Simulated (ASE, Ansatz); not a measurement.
## Random fluorite-type (Zr, Ce, Hf, Sn, Ti)O2 solid solution (96 atoms): geometry optimisation

Aim: bring random fluorite-type (Zr, Ce, Hf, Sn, Ti)O2 solid solution (96 atoms) to a nearby minimum of the energy and see what moves.

Method: Kohn-Sham DFT, revPBE, PAW (set soft_2), plane waves, in Ansatz 0.2.0.

## (1) The starting structure

The cell holds 96 atoms: 7 Ti, 64 O, 8 Sn, 8 Ce, 5 Hf and 4 Zr. Its edges and angles: a = 10.200 Å, b = 10.200 Å, c = 10.200 Å, α = 90.0°, β = 90.0°, γ = 90.0°. It derives from ZrO2 and TiO2, CeO2, HfO2 and SnO2. Fluorite-type lattice (a = 5.1 Å, the mean of the end members), 2 x 2 x 2 cells, metal sites filled at random with 4 Zr, 8 Ce, 5 Hf, 8 Sn, 7 Ti; not relaxed, displaced by a Gaussian of 0.02 Å.

What the set-up can't give: The host structure and its lattice constant were typed by rule, without a check against the phase diagram. The main run has no spin polarisation, so moments on Ce can't form in it, and no Hubbard term. Only the Γ point is sampled, in a cell whose shortest periodic width is 10 Å. The levels lack spin–orbit coupling, which is large for the heavy elements here.

## (2) Single point at the start

A single point comes first, to see the forces before anything moves.

Input file input.yaml:

```yaml
crystal:
  lattice:
    - [10.2, 0.0, 0.0]
    - [0.0, 10.2, 0.0]
    - [0.0, 0.0, 10.2]
  atoms:
    - { symbol: Ti, position: [0.9996, 0.99965, 0.00083] }
    - { symbol: O, position: [0.12453, 0.12198, 0.12783] }
    - { symbol: O, position: [0.36932, 0.37174, 0.37422] }
    - { symbol: Sn, position: [0.0023, 0.24791, 0.25052] }
    - { symbol: O, position: [0.12661, 0.37625, 0.37394] }
    - { symbol: O, position: [0.3753, 0.12648, 0.12973] }
    - { symbol: Sn, position: [0.25257, 0.00068, 0.24822] }
    - { symbol: O, position: [0.37321, 0.12539, 0.37803] }
    - { symbol: O, position: [0.12388, 0.37479, 0.1252] }
    - { symbol: Ce, position: [0.25006, 0.24883, 0.99927] }
    - { symbol: O, position: [0.37471, 0.38252, 0.12527] }
    - { symbol: O, position: [0.12671, 0.12462, 0.37463] }
    - { symbol: Hf, position: [0.99917, 0.00393, 0.49475] }
    - { symbol: O, position: [0.12605, 0.12583, 0.62447] }
    - { symbol: O, position: [0.37488, 0.37665, 0.87203] }
    - { symbol: Zr, position: [0.00272, 0.25179, 0.75025] }
    - { symbol: O, position: [0.1217, 0.37358, 0.87492] }
    - { symbol: O, position: [0.37395, 0.12605, 0.6251] }
    - { symbol: Ti, position: [0.24742, 0.99813, 0.74746] }
    - { symbol: O, position: [0.37389, 0.12522, 0.87291] }
    - { symbol: O, position: [0.12803, 0.37587, 0.62412] }
    - { symbol: Ce, position: [0.25194, 0.24925, 0.50115] }
    - { symbol: O, position: [0.37812, 0.37548, 0.62516] }
    - { symbol: O, position: [0.12614, 0.12792, 0.87153] }
    - { symbol: Ce, position: [0.00219, 0.49807, 0.99921] }
    - { symbol: O, position: [0.12568, 0.62374, 0.1236] }
    - { symbol: O, position: [0.37505, 0.87458, 0.37416] }
    - { symbol: Ti, position: [0.00036, 0.74939, 0.24943] }
    - { symbol: O, position: [0.12523, 0.87399, 0.37658] }
    - { symbol: O, position: [0.37254, 0.62755, 0.12716] }
    - { symbol: Zr, position: [0.24742, 0.50117, 0.24925] }
    - { symbol: O, position: [0.37366, 0.62232, 0.37774] }
    - { symbol: O, position: [0.12479, 0.87469, 0.12427] }
    - { symbol: Ti, position: [0.24921, 0.75182, 0.00173] }
    - { symbol: O, position: [0.37579, 0.87574, 0.12624] }
    - { symbol: O, position: [0.1238, 0.62716, 0.3788] }
    - { symbol: Zr, position: [0.99951, 0.49806, 0.49703] }
    - { symbol: O, position: [0.12813, 0.6215, 0.62534] }
    - { symbol: O, position: [0.37393, 0.8718, 0.87526] }
    - { symbol: Zr, position: [0.00041, 0.74639, 0.74936] }
    - { symbol: O, position: [0.12504, 0.87984, 0.87958] }
    - { symbol: O, position: [0.37167, 0.62332, 0.62308] }
    - { symbol: Ce, position: [0.25251, 0.49994, 0.74932] }
    - { symbol: O, position: [0.37319, 0.6234, 0.87627] }
    - { symbol: O, position: [0.1271, 0.87509, 0.62644] }
    - { symbol: Sn, position: [0.25033, 0.75532, 0.50215] }
    - { symbol: O, position: [0.37373, 0.87354, 0.62415] }
    - { symbol: O, position: [0.12719, 0.62561, 0.8773] }
    - { symbol: Ce, position: [0.50138, 0.00017, 0.99987] }
    - { symbol: O, position: [0.62329, 0.12612, 0.12311] }
    - { symbol: O, position: [0.87294, 0.37198, 0.37668] }
    - { symbol: Ce, position: [0.49797, 0.24892, 0.25003] }
    - { symbol: O, position: [0.62712, 0.37581, 0.37628] }
    - { symbol: O, position: [0.87648, 0.12334, 0.12438] }
    - { symbol: Ti, position: [0.74821, 0.00066, 0.24768] }
    - { symbol: O, position: [0.87719, 0.12593, 0.3769] }
    - { symbol: O, position: [0.62645, 0.37627, 0.12231] }
    - { symbol: Hf, position: [0.75264, 0.25077, 0.00116] }
    - { symbol: O, position: [0.87517, 0.37626, 0.126] }
    - { symbol: O, position: [0.62289, 0.12426, 0.37273] }
    - { symbol: Ti, position: [0.49764, 0.99766, 0.50011] }
    - { symbol: O, position: [0.62585, 0.1265, 0.62771] }
    - { symbol: O, position: [0.87288, 0.37285, 0.8747] }
    - { symbol: Sn, position: [0.50027, 0.24987, 0.75012] }
    - { symbol: O, position: [0.62377, 0.37092, 0.87787] }
    - { symbol: O, position: [0.87508, 0.12587, 0.62569] }
    - { symbol: Sn, position: [0.75252, 0.00172, 0.7528] }
    - { symbol: O, position: [0.8735, 0.12349, 0.87383] }
    - { symbol: O, position: [0.62585, 0.37439, 0.6286] }
    - { symbol: Ce, position: [0.75063, 0.24414, 0.4985] }
    - { symbol: O, position: [0.8746, 0.37565, 0.62406] }
    - { symbol: O, position: [0.62424, 0.12731, 0.87267] }
    - { symbol: Ti, position: [0.49814, 0.50121, 0.00314] }
    - { symbol: O, position: [0.62068, 0.62667, 0.12213] }
    - { symbol: O, position: [0.87792, 0.87302, 0.37452] }
    - { symbol: Hf, position: [0.50146, 0.75115, 0.25089] }
    - { symbol: O, position: [0.62202, 0.87016, 0.37257] }
    - { symbol: O, position: [0.87091, 0.62357, 0.12638] }
    [... 12 atom lines left out ...]
    - { symbol: Sn, position: [0.75028, 0.49693, 0.74984] }
    - { symbol: O, position: [0.87669, 0.62401, 0.8742] }
    - { symbol: O, position: [0.62403, 0.87508, 0.62524] }
    - { symbol: Hf, position: [0.75064, 0.74883, 0.50203] }
    - { symbol: O, position: [0.87378, 0.87352, 0.62589] }
    - { symbol: O, position: [0.62797, 0.62156, 0.87367] }
kpoints:
  mp_grid: { grid: [1, 1, 1] }
hamiltonian:
  xc: revpbe
scf:
  occupations: { method: fixed }
output:
  forces: true
  stress: true
  populations: true
  dos:
    method: { smearing: { sigma: 0.15 } }
    de: 0.1
    projected: { site_lists: { Ce: [Ce], Hf: [Hf], O: [O], Sn: [Sn], Ti: [Ti] } }
  eigenvalues: true
```

Command:

```console
$ ansatz run input.yaml --threads 4 --pin off --max-ram 8192MiB --backend cpu --events-out ev --progress --plain --runs-dir out
```

Numbers of over 12 decimals in the logs are rounded to 6 here.

Output:

```text
Ce: projections on atomic orbitals take those of the free atom [Kr 4d10] 4f1 5s2 5p6 5d1 6s2, of charge +0.00 (hamiltonian.pseudopotentials.projection_atoms); the dataset's partial waves leave at most 1.4e-5 of an orbital's norm unspanned inside its sphere
Engine: ansatz 0.2.0, x86_64-unknown-linux-gnu
Pseudopotentials: kind: paw
Pseudopotential: Ti, paw, valence charge 12, recommended cutoff 420 eV (normal), Ti.paw.azcp
Pseudopotential: O, paw, valence charge 6, recommended cutoff 420 eV (normal), O.paw.azcp
Pseudopotential: Sn, paw, valence charge 14, recommended cutoff 420 eV (normal), Sn.paw.azcp
Pseudopotential: Ce, paw, valence charge 12, recommended cutoff 420 eV (normal), Ce.paw.azcp
Pseudopotential: Hf, paw, valence charge 26, recommended cutoff 420 eV (normal), Hf.paw.azcp
Pseudopotential: Zr, paw, valence charge 12, recommended cutoff 420 eV (normal), Zr.paw.azcp
[... 5 lines on functional and potentials left out ...]
Crystal: 96 atoms, lattice volume = 1061.208 Å³
Basis set: ecut = 420 eV, 20719 PW (Γ), exchange–correlation on 144×144×144 points (8 copies of the dense FFT grid, shifted against one another)
Bands: 523, of which v1, the nominal top of the filled ones, is band 427 counted from 1 (426 counted from 0)
Symmetry: 1 space group operations
Space group: P1 (ITA 1), of the structure as read, at distance tolerance 1.0e-4 Å
k-points: 1
[... 19 lines on functional and potentials left out ...]
Initial density: superposition of atomic densities (neutral atoms: chi_scale 0, normalization atom), corrected by the library's trained network
Initial wavefunctions: pseudopotential atomic-orbital guess
Functional: x = revpbe(κ = 1.245, μ = 0.219515), c = pbe(β = 0.066725)
SCF iter   1: F=—  HF=-250308.875990 eV  |F-HF|=—  |Δ(HF+E_count)|=         —  Δρ=8.64e-3  dr2=9.00e-1  ethr=1.77e-3  ⟨swp⟩=4.0  Hψ=1539  notcnv=0  defer=89
preconditioner: auto → Resta (q_TF=auto, 2.631 Å⁻¹)  ε∞=6.5  [insulator: Δε(μ)=1.515 eV  Ē_g=13.622 eV  n_scr=340 (ndim 8)  ℏωp=31.8 eV  f_vac=0.035  ε∞_Penn≈6.5]
SCF iter   2: F=—  HF=-250308.759506 eV  |F-HF|=—  |Δ(HF+E_count)|=   1.16e-1  Δρ=5.08e-3  dr2=2.19e-1  ethr=1.05e-4  ⟨swp⟩=2.0  Hψ=976  notcnv=0  defer=92
SCF iter   3: F=—  HF=-250308.753809 eV  |F-HF|=—  |Δ(HF+E_count)|=   5.70e-3  Δρ=2.82e-3  dr2=9.24e-2  ethr=2.56e-5  ⟨swp⟩=3.0  Hψ=867  notcnv=0  defer=94
SCF iter   4: F=—  HF=-250308.754950 eV  |F-HF|=—  |Δ(HF+E_count)|=   1.14e-3  Δρ=1.15e-3  dr2=1.57e-2  ethr=1.08e-5  ⟨swp⟩=3.0  Hψ=618  notcnv=0  defer=94
SCF iter   5: F=—  HF=-250308.759461 eV  |F-HF|=—  |Δ(HF+E_count)|=   4.51e-3  Δρ=5.21e-4  dr2=3.89e-3  ethr=1.83e-6  ⟨swp⟩=2.0  Hψ=858  notcnv=0  defer=94
SCF iter   6: F=—  HF=-250308.761496 eV  |F-HF|=—  |Δ(HF+E_count)|=   2.04e-3  Δρ=3.28e-4  dr2=1.47e-3  ethr=4.55e-7  ⟨swp⟩=2.0  Hψ=863  notcnv=0  defer=94
SCF iter   7: F=—  HF=-250308.762604 eV  |F-HF|=—  |Δ(HF+E_count)|=   1.11e-3  Δρ=1.74e-4  dr2=3.76e-4  ethr=1.73e-7  ⟨swp⟩=2.0  Hψ=845  notcnv=0  defer=94
SCF iter   8: F=—  HF=-250308.762958 eV  |F-HF|=—  |Δ(HF+E_count)|=   3.54e-4  Δρ=7.78e-5  dr2=6.28e-5  ethr=4.41e-8  ⟨swp⟩=2.0  Hψ=856  notcnv=0  defer=89
SCF iter   9: F=—  HF=-250308.758586 eV  |F-HF|=—  |Δ(HF+E_count)|=   4.37e-3  Δρ=4.09e-5  dr2=1.88e-5  ethr=7.35e-9  ⟨swp⟩=2.0  Hψ=950  notcnv=0  defer=91
SCF iter  10: F=—  HF=-250308.758605 eV  |F-HF|=—  |Δ(HF+E_count)|=   1.94e-5  Δρ=2.34e-5  dr2=6.49e-6  ethr=2.20e-9  ⟨swp⟩=2.0  Hψ=822  notcnv=0  defer=91
SCF iter  11: F=—  HF=-250308.758609 eV  |F-HF|=—  |Δ(HF+E_count)|=   3.65e-6  Δρ=9.31e-6  dr2=8.39e-7  ethr=7.59e-10  ⟨swp⟩=2.0  Hψ=860  notcnv=0  defer=91
SCF iter  12: F=—  HF=-250308.758610 eV  |F-HF|=—  |Δ(HF+E_count)|=   1.07e-6  Δρ=5.68e-6  dr2=3.77e-7  ethr=9.83e-11  ⟨swp⟩=2.0  Hψ=861  notcnv=0  defer=91
SCF iter  13: F=—  HF=-250308.758610 eV  |F-HF|=—  |Δ(HF+E_count)|=   2.67e-7  Δρ=3.35e-6  dr2=1.28e-7  ethr=4.41e-11  ⟨swp⟩=2.0  Hψ=855  notcnv=0  defer=91
SCF iter  14: F=-250308.758611 eV  HF=-250308.758611 eV  |F-HF|=6.29e-9  |Δ(HF+E_count)|=   8.41e-8  Δρ=1.92e-6  dr2=4.53e-8  ethr=1.17e-11  ⟨swp⟩=13.0  Hψ=2281  notcnv=0
SCF 1 converged in 14 iterations: F = -250308.758611 eV  dr2 = 4.53e-8
  greatest PAW one-centre occupation: 0.999 electrons in one spin orbital (limit 2), on the Ti atom at site 0 (counted from 0), in its partial waves of l = 0
SCF converged after 14 iterations
Free energy (F): -250308.758611 eV
Harris-Foulkes:  -250308.758611 eV  (|F-HF|=6.29e-9)
Internal energy: -250308.758611 eV  (E = F + TS)
E sigma→0 (E₀):  -250308.758611 eV
Fermi energy:    12.517430 eV
--- Per-component energies (eV) ---
  E_band       = -910.773443
  E_kinetic    = 21324.691964
  E_local      = -66678.887146  (includes V_loc(G=0)·N_el)
  E_nonlocal   = -3639.393343
  E_hartree    = 29589.469475
  E_xc         = -12525.205068
  E_vxc        = -11871.223697  (∫ρ·V_xc dr)
  E_paw        = -141055.683268  (= ΣΔE_a)
  E_vpaw       = 774.944685  (= ΣTr[D̂ρ^β])
  E_aug_tail   = 0.158290  (compensation charges beyond the density's cutoff)
  E_ewald      = -77321.513818
  E_core_change = -2.395697  (= ΣΔE_core)
  E_smearing   = -0.000000  (= −TS)
  E_closure    = 0.000000  (closes the sum)
  Σ components = -250308.758611   (vs F -250308.758611, Δ=0.00e0)
--- Forces (eV/Å), atoms counted from 1 ---
  atom   1  Ti    -0.01744690    -0.63243829    -0.26199624
  atom   2  O     -1.36970836    -1.30074345     0.15517817
  atom   3  O      0.84140397     2.14690622    -0.16409682
  atom   4  Sn    -0.33328283     0.20212984    -0.12602926
  atom   5  O     -1.57611114     0.83218697    -1.05431645
  atom   6  O     -1.12715454    -0.93374268     0.19685816
  atom   7  Sn    -0.67714575    -0.80780399     0.40239037
  atom   8  O      0.93983958    -2.91926576     0.24703064
  atom   9  O      0.32311828    -0.47017206     1.96967417
  atom  10  Ce     0.16085153     0.37801435    -0.33875119
  atom  11  O      0.58850033     1.62738683    -0.81251542
  atom  12  O     -1.33833591    -1.13302345    -1.11786157
  atom  13  Hf    -0.01575609    -0.64733200     0.66881270
  atom  14  O     -0.80329023    -1.84046944     1.27725098
[...]
atom  95  O      0.04480194     0.13272949    -0.51323903
  atom  96  O     -1.69341469    -1.37733041    -0.60486334
  max |Σ_I F_I| component: 5.03e-5 eV/Å
--- Stress (GPa, compression-positive) ---
       13.747730      -0.168654      -0.326687
       -0.168654      13.742775      -0.237159
       -0.326687      -0.237159      13.815471
  P = ⅓ Tr σ = 13.7687 GPa (137.687 kbar)
--- Band table (eV) ---
  k-point 0: bands = ["-48.7047", "-48.6171", "-48.5278", "-48.4809", [... 507 levels ...], "16.1002", "16.1395", "16.1631", "16.2037", "16.2209", "16.2561", "16.2847", "16.3239", "16.3863", "16.4056", "16.4117", "16.4702"]
--- Löwdin populations: 96 sites ---
  site symbol       q [e]
     0     Ti     10.5041
     1      O      6.6631
     2      O      6.4973
[...]
95      O      6.6600
  spilling = 0.003491 (of n_electrons = 854.000000)
```

Wall time 13 s (4 threads of AMD EPYC 9R45, shared host); peak memory 2 GiB; 41 s of CPU time.

In the SCF lines HF is the Harris–Foulkes energy and dr2 the Hartree energy of the density residual, in eV; the loop may stop once dr2 is under the threshold and the program's other checks hold. Hψ counts applications of the Hamiltonian.

The run gave:

```
free energy                                      : -250308.7586 eV
free energy per atom                             : -2607.3829 eV/atom
SCF cycles                                       : 14
pressure                                         : 13.77 GPa
r.m.s. force component                           : 0.9729 eV/Å
longest force                                    : 3.224 eV/Å
Fermi energy                                     : 12.52 eV
gap (highest filled to lowest empty level) : 1.383 eV
spilling of the projection                       : 0.003491
```

The r.m.s. force component of 0.97 eV/Å and the pressure of 14 GPa set the starting point.

Length of the force by element:

```csv
element,coordination,atoms,mean length of the force (eV/Å),spread,least,most
Ce,all,8,0.995,0.359,0.532,1.48
Hf,all,5,0.603,0.210,0.310,0.931
O,all,64,1.83,0.809,0.188,3.22
Sn,all,8,0.595,0.258,0.357,1.13
Ti,all,7,0.383,0.181,0.180,0.685
Zr,all,4,0.485,0.0972,0.349,0.598
```

[end of part 1 of 3]

[Logs are printed without paths, hosts, clocks, repeated set-up lines and the standing remarks that a program may print on its own settings, such as how far it seeks lower states.]

[Hosts, paths, dates, database ids (printed as entryN), source tags and the programs' standing remarks are cut or masked in the printed files.]
